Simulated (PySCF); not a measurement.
# CHF3 (trifluoromethane): levels of theory compared

Aim: a comparison of 4 runs (HF/STO-3G, B3LYP/6-31G*, M06-L/def2-SVPD, wB97X/def2-SVPD) of CHF3 (trifluoromethane). The job is set up through a Python script.

The results are computed with PySCF 2.14.0.

1 further run of the same task is left out (set aside as unsound or not needed).

**1. The structure to begin with**

CHF3 has 5 atoms, charge 0, and is taken as a singlet. As SMILES, `FC(F)F`. The coordinates come from a PBE0-D4/def2-TZVP relaxation.

Bond lengths: F1–C2 1.331 Å, C2–F3 1.331 Å, C2–F4 1.331 Å, C2–H5 1.093 Å. Angles: F1–C2–F3 108.5°, F1–C2–F4 108.5°, F3–C2–F4 108.5°, F1–C2–H5 110.4°, F3–C2–H5 110.4°, F4–C2–H5 110.4°.

**2. The energy at HF/STO-3G (run 1)**

File job.py:

```python
# FC(F)F
from pyscf import gto

mol = gto.M(
    atom='''
F   -0.668650  -0.329700   1.079190
C    0.019500   0.056360   0.006820
F    1.047350  -0.773770  -0.157470
F   -0.772570  -0.035090  -1.059420
H    0.374370   1.082210   0.130870
''',
    basis='sto-3g',
    max_memory=1860,
    verbose=3,
    charge=0,
)

calc0 = mol.RHF()
calc0.conv_tol = 1e-10
calc0.kernel()
if not calc0.converged:
    calc0 = calc0.newton().run(calc0.mo_coeff, calc0.mo_occ)

energy = calc0.e_tot
print(f'total energy: {energy:.8f} hartree')
```

Command:

```sh
OMP_NUM_THREADS=1 python job.py
```

Output:

```text
converged SCF energy = -332.093482356718
total energy: -332.09348236 hartree
```

It took 0.83 s on 1 thread of Arm Neoverse V1, shared host; peak memory 0.12 GiB.

**3. The energy at B3LYP/6-31G(d) (spherical functions) (run 2)**

File calc.py:

```python
from pyscf import gto, dft

mol = gto.M(
    atom='''
F     -1.263565    -0.623043     2.039374
C      0.036850     0.106505     0.012888
F      1.979205    -1.462213    -0.297575
F     -1.459946    -0.066310    -2.002014
H      0.707457     2.045081     0.247308
''',
    unit='bohr',
    basis='6-31g*',
    max_memory=1860,
    spin=0,
    charge=0,
    verbose=4,
)

mf = dft.RKS(mol)
mf.xc = 'b3lyp'
mf.grids.level = 5
mf.conv_tol = 1e-10
mf.kernel()
if not mf.converged:
    mf = mf.newton().run(mf.mo_coeff, mf.mo_occ)

e_final = mf.e_tot
print(f'total energy: {e_final:.8f} hartree')
```

Command:

```sh
OMP_NUM_THREADS=1 python calc.py
```

Output:

```text
PySCF version 2.14.0

[INPUT] num. atoms = 5
[INPUT] num. electrons = 34
[INPUT] charge = 0
[INPUT] spin (= nelec alpha-beta = 2S) = 0
[INPUT] symmetry False subgroup None
[INPUT] Mole.unit = bohr
[INPUT] Symbol           X                Y                Z      unit          X                Y                Z       unit  Magmom
[INPUT]  1 F     -0.668649802516  -0.329700157023   1.079190245343 AA   -1.263565000000  -0.623043000000   2.039374000000 Bohr   0.0
[INPUT]  2 C      0.019500180222   0.056360018849   0.006820035894 AA    0.036850000000   0.106505000000   0.012888000000 Bohr   0.0
[INPUT]  3 F      1.047350181739  -0.773769797111  -0.157469908540 AA    1.979205000000  -1.462213000000  -0.297575000000 Bohr   0.0
[INPUT]  4 F     -0.772570152374  -0.035089740856  -1.059420184743 AA   -1.459946000000  -0.066310000000  -2.002014000000 Bohr   0.0
[INPUT]  5 H      0.374370122106   1.082210259685   0.130869757678 AA    0.707457000000   2.045081000000   0.247308000000 Bohr   0.0

nuclear repulsion = 133.95291751253
number of shells = 26
number of NR pGTOs = 112
number of NR cGTOs = 58
basis = 6-31g*
ecp = {}

******** <class 'pyscf.dft.rks.RKS'> ********
method = RKS
initial guess = minao
damping factor = 0
level_shift factor = 0
DIIS = <class 'pyscf.scf.diis.CDIIS'>
diis_start_cycle = 1
diis_space = 8
diis_damp = 0
SCF conv_tol = 1e-10
SCF conv_tol_grad = None
SCF max_cycles = 50
direct_scf = True
direct_scf_tol = 1e-13
XC library pyscf.dft.libxc version 7.0.0
    S. Lehtola, C. Steigemann, M. J.T. Oliveira, and M. A.L. Marques.,  SoftwareX 7, 1–5 (2018)
XC functionals = b3lyp
    P. J. Stephens, F. J. Devlin, C. F. Chabalowski, and M. J. Frisch.,  J. Phys. Chem. 98, 11623 (1994)
radial grids:
    Treutler-Ahlrichs [JCP 102, 346 (1995); DOI:10.1063/1.469408] (M4) radial grids

becke partition: Becke, JCP 88, 2547 (1988); DOI:10.1063/1.454033
pruning grids: <function nwchem_prune>
grids dens level: 5
symmetrized grids: False
atomic radii adjust function: <function treutler_atomic_radii_adjust>
small_rho_cutoff = 0
Set gradient conv threshold to 1e-05
Initial guess from minao.
tot grids = 198152
init E= -338.697545930218
  HOMO = -0.405686430888019  LUMO = 0.12747248628542  gap/eV = 14.50799
cycle= 1 E= -338.090084963828  delta_E= 0.607  |g|= 0.894  |ddm|= 2.05
  HOMO = -0.319779687473989  LUMO = 0.0602626780878386  gap/eV = 10.34148
cycle= 2 E= -337.926155663782  delta_E= 0.164  |g|= 1.37  |ddm|= 1.21
  HOMO = -0.386213462045445  LUMO = 0.119620627883776  gap/eV = 13.76445
cycle= 3 E= -338.222034496066  delta_E= -0.296  |g|= 0.0171  |ddm|= 0.736
  HOMO = -0.388647877452401  LUMO = 0.118098264530187  gap/eV = 13.78926
cycle= 4 E= -338.222087506452  delta_E= -5.3e-05  |g|= 0.00668  |ddm|= 0.0195
  HOMO = -0.387382818627998  LUMO = 0.119021381238373  gap/eV = 13.77996
cycle= 5 E= -338.222097064818  delta_E= -9.56e-06  |g|= 0.00175  |ddm|= 0.00711
  HOMO = -0.387623511760821  LUMO = 0.11892886647338  gap/eV = 13.78399
cycle= 6 E= -338.222097636446  delta_E= -5.72e-07  |g|= 0.000113  |ddm|= 0.0012
  HOMO = -0.387627225019589  LUMO = 0.118922819834205  gap/eV = 13.78393
cycle= 7 E= -338.222097638833  delta_E= -2.39e-09  |g|= 2.37e-05  |ddm|= 8.89e-05
  HOMO = -0.387627690638287  LUMO = 0.118923353533935  gap/eV = 13.78396
cycle= 8 E= -338.222097638935  delta_E= -1.02e-10  |g|= 4.92e-06  |ddm|= 1.67e-05
  HOMO = -0.387627625971233  LUMO = 0.118923111645971  gap/eV = 13.78395
cycle= 9 E= -338.222097638936  delta_E= -1.25e-12  |g|= 3.05e-06  |ddm|= 4.58e-06
  HOMO = -0.387627520125514  LUMO = 0.118923058844903  gap/eV = 13.78394
Extra cycle  E= -338.222097638935  delta_E= 9.09e-13  |g|= 4.58e-06  |ddm|= 4.4e-06
converged SCF energy = -338.222097638935
total energy: -338.22209764 hartree
```

Run time: 7.8 s. Hardware: 1 thread of Arm Neoverse V1, shared host; peak memory 0.31 GiB.

Run 3 isn't shown in full; the table further down has it.

**4. A single-point energy at wB97X/def2-SVPD (run 4)**

File job.py:

```python
from pyscf import gto, dft

mol = gto.M(
    atom=[
    ('F', (-0.668650, -0.329700, 1.079190)),
    ('C', (0.019500, 0.056360, 0.006820)),
    ('F', (1.047350, -0.773770, -0.157470)),
    ('F', (-0.772570, -0.035090, -1.059420)),
    ('H', (0.374370, 1.082210, 0.130870)),
],
    max_memory=1860,
    basis='def2-svpd',
    verbose=3,
    charge=0,
)

mf = dft.RKS(mol)
mf.xc = 'wb97x'
mf.conv_tol = 1e-10
mf.grids.level = 5
mf.kernel()
if not mf.converged:
    mf = mf.newton().run(mf.mo_coeff, mf.mo_occ)

e_final = mf.e_tot
print('E = %.10f Eh' % e_final)
```

Command:

```sh
OMP_NUM_THREADS=1 python job.py
```

Output:

```text
converged SCF energy = -337.930826586791
E = -337.9308265868 Eh
```

It took 18 s on 1 thread of Arm Neoverse V1, shared host; peak memory 0.48 GiB.

**5. Overview of the runs**

```tsv
run	level	integration grid	energy (Eh)	dipole moment (D)	HOMO energy (eV)	LUMO energy (eV)	wall time
1	HF/STO-3G	–	-332.093482	1.09	-11.79	16.36	0.83 s
2	B3LYP/6-31G* (spherical functions)	5	-338.222098	1.39	-10.55	3.24	7.8 s
3	M06-L/def2-SVPD	5	-337.953628	1.52	-9.95	0.58	28 s
4	wB97X/def2-SVPD	5	-337.930827	1.65	-14.09	2.71	18 s
```

**6. Outcome**

```
            quantity          value
 run 4: total energy  -337.93083 Eh
run 4: dipole moment         1.65 D
  run 4: HOMO energy      -14.09 eV
  run 4: LUMO energy        2.71 eV
run 4: HOMO–LUMO gap       16.80 eV
```

In words: The dipole moment (its size) runs from 1.09 D (HF/STO-3G) to 1.65 D (wB97X/def2-SVPD). The two ends differ in method and basis. The HOMO–LUMO gap runs from 10.53 eV (M06-L/def2-SVPD) to 28.15 eV (HF/STO-3G). Totals of different functionals can't be ranked against each other. In run 1 the basis is minimal, so the values are rough. All runs together took 55 s, the longest 28 s.
